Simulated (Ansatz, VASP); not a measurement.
**Two plane-wave programs on Ti**

```
CELL_PARAMETERS angstrom
-1.71270 1.59615 1.59615
1.71270 -1.53386 1.53386
1.71270 1.53386 -1.53386
ATOMIC_POSITIONS crystal
Ti 0.00000 0.00000 0.00000
```

Alike in both runs: task single point; functional PBE; k mesh 16 × 16 × 16; occupations gaussian, width 0.1 eV; no spin polarisation.

|  | VASP | Ansatz |
| --- | --- | --- |
| version | VASP 6.6.1 | Ansatz 0.2.0 |
| potentials or method | VASP PAW PBE potentials, release 64 (Ti_sv) | scalar-relativistic, plane waves, PAW |
| plane-wave cutoff (eV) | 520 | 420 |
| valence electrons in the cell | 12 | 12 |

|  | VASP | Ansatz | Ansatz less VASP |
| --- | --- | --- | --- |
| gap on the k mesh at the Fermi level (eV) | none | none | - |
| pressure (GPa) | 3.0 | 3.3 | +0.30 |
| largest component of the traceless stress (GPa) | 1.17 | 1.17 | -0.003 |

A gap of «none» marks a metal or a gap that the smearing closes.
